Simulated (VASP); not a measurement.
# NaI (I4_1/amd) in VASP: a series of runs

One crystal, NaI, is run at these levels: LDA; tasks: single point.

Everything below comes from runs of VASP 6.6.1. Logs are shortened: lines on timing, memory, paths and dates and some standing lists are left out, and cuts for length are marked.

## 1. Starting point

It takes space group I4_1/amd (No. 141, tetragonal). The conventional cell has a = 4.429 Å, b = 4.429 Å, c = 16.728 Å, α = 90.00°, β = 90.00°, γ = 90.00°. I (site symmetry -4m2) is surrounded by 4 Na at 3.13 Å. Na (site symmetry -4m2) is surrounded by 4 I at 3.13 Å.

Measurements of this composition are mostly on another form, of space group No. 225.

## 2. Single point, LDA

INCAR

```
SYSTEM = NaI
PREC     = Accurate       ! precision mode
ENCUT    = 520            ! plane-wave cutoff, eV
EDIFF    = 1E-6           ! SCF threshold, eV
ISMEAR   = 0              ! smearing method
SIGMA    = 0.1            ! smearing width, eV
LREAL    = .FALSE.        ! projectors in reciprocal space
LASPH    = .TRUE.         ! aspherical terms in the spheres
NELM     = 60             ! most SCF steps
ALGO     = Normal         ! electronic algorithm
ISIF     = 2              ! what is computed and relaxed
LWAVE    = .FALSE.        ! write WAVECAR
LCHARG   = .TRUE.         ! write CHGCAR
LELF     = .TRUE.         ! ELF
LVHAR    = .TRUE.
```

KPOINTS

```
Automatic mesh
0
G
  9 9 9
  0 0 0
```

POSCAR

```
NaI
1.0
   -2.2145135000      2.2145135000      8.3637720000
    2.2145135000     -2.2145135000      8.3637720000
    2.2145135000      2.2145135000     -8.3637720000
I Na
2 2
Cartesian
    0.0000000000      0.0000000000      0.0000000000
    0.0000000000      2.2145135000      4.1818860000
    0.0000000000      0.0000000000      8.3637720000
    2.2145135000      0.0000000000      4.1818860000
```

Potentials or basis: VASP PAW LDA potentials, release 64 (I, Na_pv).

Launch:

```
$ cat potpaw_LDA.64/I/POTCAR potpaw_LDA.64/Na_pv/POTCAR > POTCAR
$ mpirun -np 1 vasp_std > vasp.out
```

OUTCAR:

```text
SYSTEM = NaI
   PREC = Accurate
   ENCUT = 520
   EDIFF = 1E-6
   ISMEAR = 0
   LREAL = .FALSE.
   LASPH = .TRUE.
   NELM = 60
   ISIF = 2

 ion  position               nearest neighbor table
   1  0.000  0.000  0.000-   3 3.13   3 3.13   3 3.13   3 3.13
   2  0.750  0.250  0.500-   4 3.13   4 3.13   4 3.13   4 3.13
   3  0.500  0.500  0.000-   1 3.13   1 3.13   1 3.13   1 3.13
   4  0.250  0.750  0.500-   2 3.13   2 3.13   2 3.13   2 3.13

  LATTYP: Found a body centered tetragonal cell.
 ALAT       =     4.4290270000
 C/A-ratio  =     3.7767988319

  Lattice vectors:

 A1 = (  -2.2145135000,   2.2145135000,   8.3637720000)
 A2 = (   2.2145135000,  -2.2145135000,   8.3637720000)
 A3 = (   2.2145135000,   2.2145135000,  -8.3637720000)

Analysis of symmetry for initial positions (statically):
=====================================================================
 Subroutine PRICEL returns:
 Original cell was already a primitive cell.

 Routine SETGRP: Setting up the symmetry group for a
 body centered tetragonal supercell.

 Subroutine GETGRP returns: Found 16 space group operations
 (whereof  8 operations were pure point group operations)
 out of a pool of 16 trial point group operations.

The static configuration has the point symmetry D_2d.
 The point group associated with its full space group is D_4h.

Analysis of symmetry for dynamics (positions and initial velocities):
=====================================================================
 Subroutine PRICEL returns:
 Original cell was already a primitive cell.

 Routine SETGRP: Setting up the symmetry group for a
 body centered tetragonal supercell.

 Subroutine GETGRP returns: Found 16 space group operations
 (whereof  8 operations were pure point group operations)
 out of a pool of 16 trial point group operations.

The dynamic configuration has the point symmetry D_2d.
 The point group associated with its full space group is D_4h.

 Subroutine INISYM returns: Found 16 space group operations
 (whereof  8 operations are pure point group operations),
 and found     1 'primitive' translations

----------------------------------------------------------------------------------------

                                     Primitive cell

  volume of cell :     164.0661

  direct lattice vectors                    reciprocal lattice vectors
    -2.214513500  2.214513500  8.363772000     0.000000000  0.225783225  0.059781639
     2.214513500 -2.214513500  8.363772000     0.225783225  0.000000000  0.059781639
     2.214513500  2.214513500 -8.363772000     0.225783225  0.225783225  0.000000000

  length of vectors
     8.930891453  8.930891453  8.930891453     0.233563501  0.233563501  0.319305699

  position of ions in fractional coordinates (direct lattice)
     0.000000000  0.000000000  0.000000000
     0.750000000  0.250000000  0.500000000
     0.500000000  0.500000000  0.000000000
     0.250000000  0.750000000  0.500000000

  ion indices of the primitive-cell ions
   primitive index   ion index
                 1           1
                 2           2
                 3           3
                 4           4

----------------------------------------------------------------------------------------

 KPOINTS: Automatic mesh

Automatic generation of k-mesh.
 Grid dimensions read from file:
 generate k-points for:    9    9    9

 Generating k-lattice:

  Cartesian coordinates                     Fractional coordinates (reciprocal lattice)
     0.000000000  0.025087025  0.006642404     0.111111111  0.000000000  0.000000000
     0.025087025  0.000000000  0.006642404     0.000000000  0.111111111  0.000000000
     0.025087025  0.025087025  0.000000000     0.000000000  0.000000000  0.111111111

  Length of vectors
     0.025951500  0.025951500  0.035478411

  Shift w.r.t. Gamma in fractional coordinates (k-lattice)
     0.000000000  0.000000000  0.000000000

 Subroutine IBZKPT returns following result:
 ===========================================

 Found     75 irreducible k-points:

 Following reciprocal coordinates:
            Coordinates               Weight
  0.000000  0.000000  0.000000      1.000000
  0.111111  0.000000 -0.000000      8.000000
  0.222222  0.000000 -0.000000      8.000000
  0.333333  0.000000 -0.000000      8.000000
  0.444444  0.000000 -0.000000      8.000000
  0.111111  0.111111 -0.000000      8.000000
[... 16 lines left out ...]
 -0.333333  0.333333  0.000000      4.000000
  0.444444  0.444444  0.000000      8.000000
 [... further k-points ...]
   k-points           NKPTS =     75   k-points in BZ     NKDIM =     75   number of bands    NBANDS=     18
   number of dos      NEDOS =    301   number of ions     NIONS =      4
   total plane-waves  NPLWV = 343000
   dimension x,y,z NGX =    70 NGY =   70 NGZ =   70
   dimension x,y,z NGXF=   140 NGYF=  140 NGZF=  140
   ions per type =               2   2
   NGX,Y,Z   is equivalent  to a cutoff of  13.03, 13.03, 13.03 a.u.
   NGXF,Y,Z  is equivalent  to a cutoff of  26.06, 26.06, 26.06 a.u.
 SYSTEM =  NaI
   PREC   = accura    normal or accurate (medium, high low for compatibility)
   ISTART =      0    job   : 0-new  1-cont  2-samecut
   ICHARG =      2    charge: 1-file 2-atom 10-const
   ISPIN  =      1    spin polarized calculation?
   LNONCOLLINEAR =      F non collinear calculations
   LSORBIT =      F    spin-orbit coupling
   LASPH  =      T    aspherical Exc in radial PAW
   ENCUT  =  520.0 eV  38.22 Ry    6.18 a.u.  16.61 16.61 16.61*2*pi/ulx,y,z
   NELM   =     60;   NELMIN=  2; NELMDL= -5     # of ELM steps
   EDIFF  = 0.1E-05   stopping-criterion for ELM
   LREAL  =      F    real-space projection
   EDIFFG = 0.1E-04   stopping-criterion for IOM
   NSW    =      0    number of steps for IOM
   IBRION =     -1    ionic relax: 0-MD 1-quasi-New 2-CG
   NFREE  =      0    steps in history (QN), initial steepest desc. (CG)
   ISIF   =      2    stress and relaxation
   ISYM   =      2    0-nonsym 1-usesym 2-fastsym
   POTIM  = 0.5000    time-step for ionic-motion
   TEBEG  =    0.0;   TEEND  =   0.0 temperature during run
   PSTRESS=    0.0 pullay stress
   NELECT =      28.0000    total number of electrons
   NUPDOWN=      -1.0000    fix difference up-down
   EMIN   =  10.00;   EMAX   =-10.00  energy-range for DOS
   EFERMI =   0.00;   METHOD = LEGACY
   ISMEAR =     0;   SIGMA  =   0.10  broadening in eV -4-tet -1-fermi 0-gaus
   EFERMI_NEDOS =   21; number of points for ismear=-14 and -15
   IALGO  =     38    algorithm
   IMIX   =      4    mixing-type and parameters
     AMIX     =   0.40;   BMIX     =  1.00
     AMIX_MAG =   1.60;   BMIX_MAG =  1.00
  volume/ion in A,a.u.               =      41.02       276.79
  Fermi-wavevector in a.u.,A,eV,Ry     =   0.908074  1.716011 11.219342  0.824598
  Thomas-Fermi vector in A             =   2.031957
   LORBIT       =      0    0 simple, 1 ext, 2 COOP (PROOUT), +10 PAW based schemes
   GGA     = CA    functional components
   LHFCALC =     F    Hartree Fock is set to
   AEXX    =    0.0000 exact exchange contribution
   IVDW    =     0    specifies the selected vdW correction
   LEPSILON=     F    determine dielectric tensor
   LRPA    =     F    only Hartree local field effects (RPA)
 non-spin polarized calculation
 Gauss-broadening in eV      SIGMA  =   0.10
  energy-cutoff  :      520.00
  volume of cell :      164.07
 maximum number of plane-waves:      4453
 NGX is ok and might be reduce to    70
   NGX = 33   NGY = 33   NGZ = 33

 number of electron      28.0000001 magnetization

 Free energy of the ion-electron system (eV)
  ---------------------------------------------------
  ext. energy  EPLUGINS =         0.00000000
  ---------------------------------------------------
  free energy    TOTEN  =       -11.32786599 eV

  energy without entropy =      -11.32786599  energy(sigma->0) =      -11.32786599

 E-fermi :   0.1187     XC(G=0):  -7.2515

 val. band max:       -0.3436706991   @ k =  -0.2222   0.2222   0.0000
 cond. band min:       2.4557861200   @ k =   0.0000   0.0000   0.0000
 fundamental gap:      2.7994568191
 Fermi energy:         0.1186968191

 k-point     1 :       0.0000    0.0000    0.0000
  band No.  band energies     occupation
      1     -23.1795      2.00000
      2     -23.1779      2.00000
      3     -23.1347      2.00000
      4     -23.1347      2.00000
      5     -23.1347      2.00000
      6     -23.1347      2.00000
[... 10 lines left out ...]
     17       5.4585      0.00000
     18       5.8235      0.00000

 k-point     2 :       0.1111    0.0000   -0.0000
  band No.  band energies     occupation
      1     -23.1794      2.00000
      2     -23.1779      2.00000
      3     -23.1353      2.00000
      4     -23.1352      2.00000
      5     -23.1347      2.00000
      6     -23.1346      2.00000
[... 10 lines left out ...]
     17       5.4978      0.00000
     18       6.0308      0.00000

 k-point     3 :       0.2222    0.0000   -0.0000
  band No.  band energies     occupation
      1     -23.1792      2.00000
      2     -23.1779      2.00000
      3     -23.1366      2.00000
      4     -23.1366      2.00000
      5     -23.1344      2.00000
      6     -23.1343      2.00000
[... 10 lines left out ...]
     17       5.2693      0.00000
     18       6.3751      0.00000

 k-point     4 :       0.3333    0.0000   -0.0000
  band No.  band energies     occupation
      1     -23.1790      2.00000
      2     -23.1780      2.00000
      3     -23.1382      2.00000
      4     -23.1381      2.00000
      5     -23.1342      2.00000
      6     -23.1340      2.00000
[... 375 lines left out ...]
      4     -23.1381      2.00000
      5     -23.1370      2.00000
      6     -23.1369      2.00000
[... 10 lines left out ...]
     17       5.0232      0.00000
     18       6.4061      0.00000

 k-point    23 :      -0.3333    0.3333    0.0000
  band No.  band energies     occupation
      1     -23.1787      2.00000
      2     -23.1779      2.00000
      3     -23.1373      2.00000
      4     -23.1373      2.00000
      5     -23.1371      2.00000
      6     -23.1371      2.00000
[... 10 lines left out ...]
     17       5.0350      0.00000
     18       6.1337      0.00000

 k-point    24 :       0.4444    0.4444    0.0000
  band No.  band energies     occupation
      1     -23.1782      2.00000
      2     -23.1782      2.00000
      3     -23.1379      2.00000
      4     -23.1379      2.00000
      5     -23.1378      2.00000
      6     -23.1378      2.00000
[... 10 lines left out ...]
     17       5.4998      0.00000
     18       5.7882      0.00000

 [... further k-points ...]
[... 5 lines left out ...]
  --------------------------------------------------------------------------------------
  -------------------------------------------------------------------------------------
  Total       -1.7429800     -1.7429800     -0.7694373      0.0000000      0.0000000      0.0000000
  in kB      -17.0209636    -17.0209636     -7.5138922      0.0000000      0.0000000      0.0000000
  external PRESSURE =     -13.8519398 kB  Pullay stress =       0.0000000 kB

 VOLUME and BASIS-vectors are now :
 -----------------------------------------------------------------------------
  energy-cutoff  :      520.00
  volume of cell :      164.07
      direct lattice vectors                 reciprocal lattice vectors
    -2.214513500  2.214513500  8.363772000     0.000000000  0.225783225  0.059781639
     2.214513500 -2.214513500  8.363772000     0.225783225  0.000000000  0.059781639
     2.214513500  2.214513500 -8.363772000     0.225783225  0.225783225  0.000000000

 POSITION                                       TOTAL-FORCE (eV/Angst)
 -----------------------------------------------------------------------------------
      0.00000      0.00000      0.00000         0.000000     -0.000000      0.000000
      0.00000      2.21451      4.18189        -0.000000      0.000000     -0.000000
      0.00000      0.00000      8.36377        -0.000000      0.000000     -0.000000
      2.21451      0.00000      4.18189         0.000000     -0.000000      0.000000
 -----------------------------------------------------------------------------------
    total drift:                                0.000000     -0.000000      0.000000

  FREE ENERGIE OF THE ION-ELECTRON SYSTEM (eV)
  ---------------------------------------------------
  free  energy   TOTEN  =       -11.3278659950 eV

  energy  without entropy=      -11.3278659950  energy(sigma->0) =      -11.32786599
```

Run time: 8 min. Hardware: 1 thread of Intel Xeon Platinum 8488C (Sapphire Rapids), shared host; peak memory 0.54 GiB.

What came out:

```
Free energy            : -11.3279 eV
Pressure               : -1.4 GPa
Band gap on the k mesh : 2.80 eV, indirect (least direct gap 2.85 eV)
```

Levels at points of the mesh, in eV from the valence-band top:
```tsv
k point	band 11	band 12	band 13	band 14	band 15	band 16	band 17	band 18
(0.00, 0.00, 0.00)	-0.36	-0.34	-0.34	-0.05	2.80	4.48	5.80	6.17
```

Caveat: spin-orbit coupling is left out, which moves the levels of the heavy elements; an odd mesh through Γ misses points on the zone boundary, where band edges often lie.

## 3. Single point, LDA

run.py

```python
from ase import Atoms
from ase.calculators.vasp import Vasp
from ase.dft.bandgap import bandgap

atoms = Atoms(
    ['I', 'I', 'Na', 'Na'],
    cell=[[-2.2145135, 2.2145135, 8.363772], [2.2145135, -2.2145135, 8.363772], [2.2145135, 2.2145135, -8.363772]],
    scaled_positions=[[0.0, 0.0, 0.0], [0.75, 0.25, 0.5], [0.5, 0.5, 0.0], [0.25, 0.75, 0.5]],
    pbc=True,
)
calc = Vasp(
    directory='calc',
    xc='lda',
    pp='LDA',
    setups='recommended',
    prec='Accurate',
    encut=520,
    ediff=1e-07,
    ismear=0,
    sigma=0.1,
    lreal=False,
    lasph=True,
    nelm=60,
    algo='Fast',
    isif=2,
    lwave=False,
    lcharg=False,
    kpts=[9, 9, 9],
    gamma=True,
)
atoms.calc = calc

print('energy (eV):', atoms.get_potential_energy())
print('free energy (eV):', atoms.get_potential_energy(force_consistent=True))
print('forces (eV/A):')
print(atoms.get_forces())
print('stress (eV/A^3, Voigt):', atoms.get_stress())
print('Fermi level (eV):', calc.get_fermi_level())
gap, top, bottom = bandgap(calc)
print('band gap (eV):', gap, 'from (spin, k, band)', top, 'to', bottom)
```

Potentials or basis: VASP PAW LDA potentials, release 64 (I, Na_pv).

Launch:

```
$ python run.py
```

It took 13 min on 1 thread of Intel Xeon Platinum 8488C (Sapphire Rapids), shared host; peak memory 0.58 GiB.

It converged, with:

```yaml
Free_energy: -11.3279 eV
Pressure: -1.4 GPa
Band_gap_on_the_k_mesh: 2.80 eV, indirect (least direct gap 2.85 eV)
```

Stress tensor (GPa, compression positive):
```
-1.70  0.00  0.00
 0.00 -1.70  0.00
 0.00  0.00 -0.76
```

Levels at points of the mesh, in eV from the valence-band top:
```
           k point  band 11  band 12  band 13  band 14  band 15  band 16  band 17  band 18
(0.00, 0.00, 0.00)    -0.36    -0.34    -0.34    -0.05     2.80     4.48     5.80     6.17
```

Caveat: spin-orbit coupling is left out, which moves the levels of the heavy elements; an odd mesh through Γ misses points on the zone boundary, where band edges often lie.
